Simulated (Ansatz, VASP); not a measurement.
**C: VASP beside Ansatz**

```xyz
4
Lattice="-1.8042 1.8042 1.8042 1.8042 -1.8042 1.8042 1.8042 1.8042 -1.8042" Properties=species:S:1:pos:R:3 pbc="T T T"
C     1.5965    1.5965    1.5965
C     0.2076    2.0118   -0.2076
C     2.0118   -0.2076    0.2076
C    -0.2076    0.2076    2.0118
```

Alike in both runs: task relaxation of cell and atoms; functional PBE; k mesh 6 × 6 × 6; occupations gaussian, width 0.1 eV; no spin polarisation.

|  | VASP | Ansatz |
| --- | --- | --- |
| version | VASP 6.6.1 | Ansatz 0.2.0 |
| potentials or method | VASP PAW PBE potentials, release 64 (C) | scalar-relativistic, plane waves, PAW |
| plane-wave cutoff (eV) | 600 | 420 |
| valence electrons in the cell | 16 | 16 |

```tsv
	VASP	Ansatz	Ansatz less VASP
gap on the k mesh at the Fermi level, each at its own relaxed structure (eV)	none	none	-
relaxed volume (Å³/atom)	8.75	8.76	+0.011
relaxed cell length with the largest relative difference (Å)	3.569	3.571	+0.0014
energy change over the relaxation (meV/atom)	-861	-860	+0.8
```

A gap of «none» marks a metal or a gap that the smearing closes.

Caveats: the k mesh is coarse (spacing up to 0.41 Å⁻¹), so the values aren't converged; the volume moved by over 15 % at a fixed basis, so the end points are rough (VASP).
